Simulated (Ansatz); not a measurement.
# GaP (F-43m): the equilibrium volume

Aim: the volume at which the pressure of GaP (F-43m) vanishes.

Program: Ansatz 0.2.0. Level of theory: DFT PBEsol, scalar-relativistic, plane waves, PAW. These are calculated values, not measurements.

## Step 1: Starting point

The structure is cubic, space group F-43m (No. 216). Conventional cell: a = 5.469 Å, b = 5.469 Å, c = 5.469 Å, α = 90.00°, β = 90.00°, γ = 90.00°. Ga (site symmetry -43m) is surrounded by 4 P at 2.37 Å. P (site symmetry -43m) has 4 Ga at 2.37 Å as nearest neighbours.

Coordinates:

```cif
data_structure
_symmetry_space_group_name_H-M 'P 1'
_symmetry_Int_Tables_number 1
_cell_length_a 3.8669
_cell_length_b 3.8669
_cell_length_c 3.8669
_cell_angle_alpha 60.000
_cell_angle_beta 60.000
_cell_angle_gamma 60.000
_cell_volume 40.89
loop_
_atom_site_label
_atom_site_type_symbol
_atom_site_fract_x
_atom_site_fract_y
_atom_site_fract_z
_atom_site_occupancy
Ga1 Ga 0.00000 0.00000 0.00000 1
P1 P 0.75000 0.75000 0.75000 1
```

## Step 2: The first run

File input.yaml:

```yaml
crystal:
  lattice:
    - [0.0, 2.7343040532, 2.7343040532]
    - [2.7343040532, 0.0, 2.7343040532]
    - [2.7343040532, 2.7343040532, 0.0]
  atoms:
    - { symbol: Ga, position: [0.0, 0.0, 0.0] }
    - { symbol: P, position: [0.75, 0.75, 0.75] }
basis:
  ecutwfc: 420
  ecutrho_ratio: 4
kpoints:
  mp_grid: { grid: [10, 10, 10] }
hamiltonian:
  xc: pbesol
scf:
  occupations: { method: gaussian, width: 0.05 }
output:
  forces: true
  stress: true
  eigenvalues: true
```

Command:

```sh
$ ansatz run input.yaml --threads 8 --pin off --max-ram 15360MiB --backend cpu --events-out ev --progress --plain --runs-dir out
```

Further steps of the session: A step to a new volume; A step to a new volume.

Q: Predict the outcome of this session. Wanted: volume; pressure; conventional cell; gap on the mesh.

The runs gave:

```
         quantity                                                                      value
           volume                                                             20.107 Å³/atom
         pressure                                                                   0.00 GPa
conventional cell  a = 5.438 Å, b = 5.438 Å, c = 5.438 Å, α = 90.00°, β = 90.00°, γ = 90.00°
  gap on the mesh                                                                    1.47 eV
```

Over the 3 runs shown the cell moved from 20.44 to 20.11 Å³/atom, a change of -1.6 %, where the pressure is zero within 0.01 GPa.

The gaps are Kohn-Sham values of a semilocal functional, not quasiparticle or optical gaps. Such gaps usually fall short of the measured ones.
